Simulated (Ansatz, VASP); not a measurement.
# MnO2: VASP beside Ansatz

```
Mn O
1.0
     4.39700    0.00000    0.00000
     0.00000    4.39700    0.00000
     0.00000    0.00000    2.86900
Mn O
2 4
Direct
  0.00000 0.00000 0.00000
  0.50000 0.50000 0.50000
  0.30500 0.30500 0.00000
  0.19500 0.80500 0.50000
  0.69500 0.69500 0.00000
  0.80500 0.19500 0.50000
```

Alike in both runs: task single point; functional PBE; k mesh 5 × 5 × 7; occupations gaussian, width 0.05 eV; collinear spin; Hubbard terms Mn d U = 3.9 eV.

|  | VASP | Ansatz |
| --- | --- | --- |
| version | VASP 6.6.1 | Ansatz 0.2.0 |
| potentials or method | VASP PAW PBE potentials, release 64 (Mn_pv, O) | PAW, plane waves, scalar-relativistic |
| plane-wave cutoff (eV) | 520 | 420 |
| valence electrons in the cell | 50 | 54 |

Ansatz gave:

| Property | Result |
| --- | --- |
| pressure (GPa) | 11.1 |
| largest component of the traceless stress (GPa) | 3.13 |
| rms of the force components (eV/Å) | 0.028 |
| net moment per atom (μB) | 1.00 |
| size of the moment on the site where the two differ most (μB) | 2.63 |

Q: What did VASP give for the same quantities?

A: Pressure (GPa): 12.3; largest component of the traceless stress (GPa): 3.02; rms of the force components (eV/Å): 0.046; net moment per atom (μB): 1.00; size of the moment on the site where the two differ most (μB): 3.01.

Site moments also hang on the region over which each program counts them. The programs project onto different local orbitals, so the same U acts differently. Atom by atom the forces differ by 0.018 eV/Å (rms over components). The two sets of potentials don't hold the same shells in valence. Ansatz warned: «filled_band_counts_differ_across_k_points».

 The state reached can hang on the start; a lower one may exist.
